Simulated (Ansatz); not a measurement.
**Ti2C: properties at the relaxed cell**

One table from this session's results is given with a row withheld; the runs are named, their logs left out.

Program: Ansatz 0.2.0. Level of theory: DFT PBEsol, scalar-relativistic, plane waves, PAW. These are calculated values, not measurements.

1 further run of the same task is left out (set aside as unsound or not needed).

## Starting point

Symmetry: R-3m, No. 166, trigonal system. Conventional cell: a = 3.053 Å, b = 3.053 Å, c = 14.318 Å, α = 90.00°, β = 90.00°, γ = 120.00°. Ti (site symmetry 3m) has 3 C at 2.10 Å as nearest neighbours. Around C (site symmetry -3m) lie 6 Ti at 2.10 Å.

Structure file:

```
Ti C
1.0
     1.52640    0.88127    4.77274
    -1.52640    0.88127    4.77274
     0.00000   -1.76254    4.77274
Ti C
2 1
Direct
  0.24582 0.24582 0.24582
  0.75418 0.75418 0.75418
  0.50000 0.50000 0.50000
```

It goes back to an entry of the Materials Project, which need not be the stable form.

This cell was relaxed beforehand with the same method: volume 12.84 Å³/atom, gap on the mesh none (metal).

Set-up of the first run:

Input file input.yaml:

```yaml
crystal:
  lattice:
    - [1.5264035952, 0.8812695266, 4.7727429426]
    - [-1.5264035952, 0.8812695266, 4.7727429426]
    - [0.0, -1.7625390532, 4.7727429426]
  atoms:
    - { symbol: Ti, position: [0.2458180105, 0.2458180105, 0.2458180105] }
    - { symbol: Ti, position: [0.7541819895, 0.7541819895, 0.7541819895] }
    - { symbol: C, position: [0.5, 0.5, 0.5] }
basis:
  ecutwfc: 420
kpoints:
  mp_grid: { grid: [18, 18, 18] }
  band_path:
    path:
      - [[0.0, 0.0, 0.0], [0.5, 0.5, 0.5], [0.81060382, 0.18939618, 0.5]]
      - [[0.5, -0.18939618, 0.18939618], [0.5, 0.0, 0.0], [0.0, 0.0, 0.0], [0.34469809, -0.34469809, 0.0]]
      - [[0.65530191, 0.0, 0.34469809], [0.5, 0.0, 0.5], [0.0, 0.0, 0.0]]
    npoints: 14
hamiltonian:
  xc: pbesol
scf:
  occupations: { method: gaussian, width: 0.1 }
  n_extra_bands: 7
output:
  forces: true
  stress: true
  eigenvalues: true
  populations: true
  dos: { projected: true, de: 0.02, nscf_kmesh: { grid: [27, 27, 27] } }
  bader: true
  write_density: true
  write_potential: true
  elf: true
  volumetric_format: npy
```

Command:

```
$ ansatz run input.yaml --threads 1 --pin off --max-ram 2560MiB --backend cpu --events-out ev --progress --plain --runs-dir out
```

Among the steps run: Electronic structure at the relaxed geometry; The cell scaled to 0.97 of its volume; Volume × 1.03; The cell scaled to 0.94 of its volume; Point at V/V0 = 1.06.

One table of the session follows, with a row left open; its other results are not shown here.

It belongs to the step «Energy against volume». 

```
volume (Å³/atom)  energy above the lowest point (meV/atom)  pressure (GPa)
          12.070                                      22.8           10.16
          12.455                                       5.3            4.63
          12.840                                       0.0           -0.02
          13.226                                         ?               ?
          13.611                                      18.6           -7.22
```

**Question.** Estimate the row for volume (Å³/atom) = 13.226.

Worked estimate for «energy above the lowest point (meV/atom)». A straight line through the neighbours (12.840, 0.0) and (13.611, 18.6) gives 0.0 + (18.6 − 0.0) × (13.226 − 12.840) / (13.611 − 12.840) = 9.3; a parabola fitted to 3 rows on both sides gives 4.4.

**Answer.** energy above the lowest point (meV/atom): 5.0; pressure (GPa): -3.94. In «energy above the lowest point (meV/atom)» the line misses by +4.3 and the parabola by -0.6.
